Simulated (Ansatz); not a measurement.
## Computed properties of LiCl (NiAs type)

All numbers come from the PAW code Ansatz. Simulation only: spin-unpolarised, and no claim that this is the phase found in nature.

Structure: LiCl (NiAs type), at its r2SCAN minimum. It is hexagonal, P6_3/mmc (No. 194); a = 3.575 Å, c = 6.024 Å in the conventional setting, 16.67 Å³ an atom. Around Li lie 6 Cl at 2.56 Å; around Cl lie 6 Li at 2.56 Å.

```cif
data_structure
_symmetry_space_group_name_H-M 'P 1'
_symmetry_Int_Tables_number 1
_cell_length_a 3.5749
_cell_length_b 3.5749
_cell_length_c 6.0241
_cell_angle_alpha 90.000
_cell_angle_beta 90.000
_cell_angle_gamma 120.000
_cell_volume 66.67
loop_
_atom_site_label
_atom_site_type_symbol
_atom_site_fract_x
_atom_site_fract_y
_atom_site_fract_z
_atom_site_occupancy
Li1 Li 0.00000 0.00000 0.00000 1
Li2 Li 0.00000 0.00000 0.50000 1
Cl1 Cl 0.33333 0.66667 0.25000 1
Cl2 Cl 0.66667 0.33333 0.75000 1
```

Relaxed lattice by functional, symmetry kept:
```json
{"functional": "PBE", "k mesh": "12×12×4", "a (Å)": "3.600", "c (Å)": "6.071", "volume (Å³/atom)": "17.04"}
{"functional": "r2SCAN", "k mesh": "12×12×4", "a (Å)": "3.575", "c (Å)": "6.024", "volume (Å³/atom)": "16.67"}
{"functional": "PBEsol", "k mesh": "12×12×4", "a (Å)": "3.540", "c (Å)": "5.975", "volume (Å³/atom)": "16.21"}
{"functional": "LDA", "k mesh": "12×12×4", "a (Å)": "3.473", "c (Å)": "5.848", "volume (Å³/atom)": "15.27"}
{"functional": "HSE06", "k mesh": "6×6×4", "a (Å)": "3.576", "c (Å)": "6.029", "volume (Å³/atom)": "16.69"}
```

On this one geometry the levels give:

| level | k mesh | gap (eV) | kind | edges | least direct gap (eV) | rough cost |
| --- | --- | --- | --- | --- | --- | --- |
| LDA | 12×12×4 | 6.01 | indirect | Γ–M (0.14) → Γ | 6.01 | 8 core-seconds |
| PBE | 12×12×4 | 6.35 | indirect | Γ–M (0.17) → Γ | 6.35 | 13 core-seconds |
| r2SCAN | 12×12×4 | 7.25 | indirect | Γ–M (0.14) → Γ | 7.25 | 19 core-seconds |
| r2SCANh | 6×6×4 | 7.95 | indirect | Γ–M (0.14) → Γ | 7.95 | 7 core-minutes |
| HSE06 | 6×6×4 | 7.75 | indirect | Γ–M (0.14) → Γ | 7.75 | 5 core-minutes |
| DDH-PBE0 | 6×6×4 | 9.20 | indirect | Γ–M (0.14) → Γ | 9.20 | 6 core-minutes |
| PBE0 | 6×6×4 | 8.47 | indirect | Γ–M (0.14) → Γ | 8.47 | 5 core-minutes |
| r2SCAN0 | 6×6×4 | 9.01 | indirect | Γ–M (0.14) → Γ | 9.01 | 7 core-minutes |
| G0W0@PBE (199 empty bands, 120 eV, 6×6×2) | 6×6×2 | 8.76 | – | Γ (mesh) | – | 2.7 core-minutes |
| G0W0@PBE (494 empty bands, 220 eV, 6×6×2) | 6×6×2 | 8.90 | – | Γ (mesh) | – | 18 core-minutes |

PBE: smearing of 0.02 eV; the others have fixed occupations.
Wave cutoffs: 420 eV, 500 eV (r2SCAN, r2SCANh, r2SCAN0).
Points off the special ones are mesh points or PBE's searched band edges, reused at the other levels.
The G0W0 gap is PBE's gap over the path plus the quasiparticle shift read on the mesh. G0W0 values are finite-basis, finite-mesh values.
Costs come from shared machines and give only the order; PBE's includes the band path. The runs had 2 threads of Intel(R) Xeon(R) Processor @ 2.50GHz (Skylake/Cascade Lake), on a shared host.

With HSE06 the valence top lies at Γ–M (0.14 of the way from Γ) and the conduction bottom at Γ, 7.748 eV higher; the smallest vertical gap, at Γ, is 7.752 eV. Least and direct gap differ so little that the kind isn't settled.

r2SCAN covers 64 % of the step from PBE to HSE06, while HSE06 needs about 15 times r2SCAN's cost (on a coarser mesh). Direct and least gap lie within 0.04 eV at some levels, so the kind of gap isn't settled.

r2SCAN (ground state on 6×6×4): ε∞: 2.84 along x and y, 2.83 along z. Born charges, averaged over directions: Li +1.17, Cl -1.17 e. PBE (ground state on 6×6×4): The clamped-ion dielectric constant comes out as 2.99 along x and y, 2.98 along z. Born charges, averaged over directions: Li +1.18, Cl -1.18 e.

On the PBEsol cell (a = 3.540 Å, c = 5.975 Å), with PBEsol: All optical modes at Γ are real, from 121 to 452 cm⁻¹ without the longitudinal term; this says nothing of other wave vectors. The long-range field leaves the highest mode where it is. ε∞: 3.08 along x and y, 3.07 along z. With the ions relaxed, ε⁰ is 10.3 along x and y, 11.2 along z. Born charges, averaged over directions: Li +1.17, Cl -1.17 e.

The meshes of the hybrids are coarse, so their gaps aren't converged to the digits shown.
